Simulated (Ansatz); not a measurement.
AlFe: strain energy, fitted

AlFe, Pm-3m, a = 2.874 Å. The structure is a COD entry; whether it is the stable form wasn't checked. Ansatz: PBE, PAW, 420 eV, Γ-centred 18×18×18 mesh on 2 atoms, Gaussian smearing 0.10 eV; collinear spin, largest moment 0.7 μB. Series: shear of c along a, cell held, atoms fixed by symmetry; x is the strain in per cent (engineering shear). y is the free energy over the unstrained cell, V0 = 11.874 Å³/atom. Symmetry makes y even in x.

| x (%) | y (meV/atom) |
| --- | --- |
| 0.0 | 0.00 |
| 1.0 | 0.52 |
| 2.0 | 2.08 |
| 3.0 | 4.68 |
| 4.0 | 8.30 |
| 6.0 | ? |

Question: Fit y = c2 x² + c4 x⁴ to the other rows, turn c2 into a modulus, and predict the missing energy.

Answer: Least squares on the rows shown. y = 0.52111 x² − 0.00014559 x⁴. In eV per unit strain² c2 is 5.211; this is the shear stiffness (E = ½ C V0 γ²): 2 × 5.211 × 160.2 / (11.874) = 141 GPa. At x = 6.0 the fit asked for gives 18.57 meV/atom. The run gave 18.62 meV/atom, so the fit is 0.05 meV/atom too low, a small miss on the scale of the series. The form still works here, 50 % of the fitted range beyond its end.

Only parallel moments were tried here.